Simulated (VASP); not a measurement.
Wanted: the native input for a VASP 6.6.1 run.

- Task: work function
- Functional: PBE
- Potentials or basis: VASP PAW PBE potentials, release 64 (Ir)
- Cutoff: 520 eV
- k mesh: 14 × 14 × 1
- Occupations: methfessel-paxton, width 0.1 eV
- Spin: no spin polarisation
- Dipole correction: yes
- Further INCAR settings: ALGO = Fast; EDIFF = 1e-06

The structure of Ir lies in POSCAR:

```
Ir                                      
1.0
    2.7193470000      0.0000000000      0.0000000000
   -1.3596735000      2.3550235400      0.0000000000
    0.0000000000      0.0000000000     27.5564212900
  Ir            
     4
Direct
     0.0000000000000000    0.0000000000000000    0.3796977696233158
     0.6666669999999968    0.3333330000000032    0.4597202209608212
     0.3333340000000007    0.6666659999999993    0.5402797790391787
     0.0000000000000000    0.0000000000000000    0.6203022303766843
```

The cell was built by a generator and needn't be a form met in nature.

The input as run:

INCAR

```
SYSTEM = Ir
ALGO = Fast
DIPOL = 0.5 0.5 0.500
EDIFF = 1E-6
ENCUT = 520
GGA = PE
IDIPOL = 3
ISIF = 2
ISMEAR = 1
KPAR = 2
LASPH = .TRUE.
LCHARG = .TRUE.
LDIPOL = .TRUE.
LREAL = .FALSE.
LVACPOTAV = .TRUE.
LVHAR = .TRUE.
LWAVE = .FALSE.
NELM = 80
PREC = Accurate
SIGMA = 0.1
```

KPOINTS

```
k-points
0
G
  14 14 1
  0 0 0
```

Potentials or basis: VASP PAW PBE potentials, release 64 (Ir).

Command:

```bash
$ cat potpaw_PBE.64/Ir/POTCAR > POTCAR
$ mpirun -np 2 vasp_std > vasp.out
```

It gave:

```yaml
Band_gap_on_the_k_mesh: none (metal or under the smearing width)
Work_function_of_the_upper_face: 5.54 eV
Work_function_of_the_lower_face: 5.54 eV
```

Run time: 52 s on 2 MPI ranks on AMD EPYC 9R45 (Zen 5) (shared host), peak memory 0.28 GiB a rank.
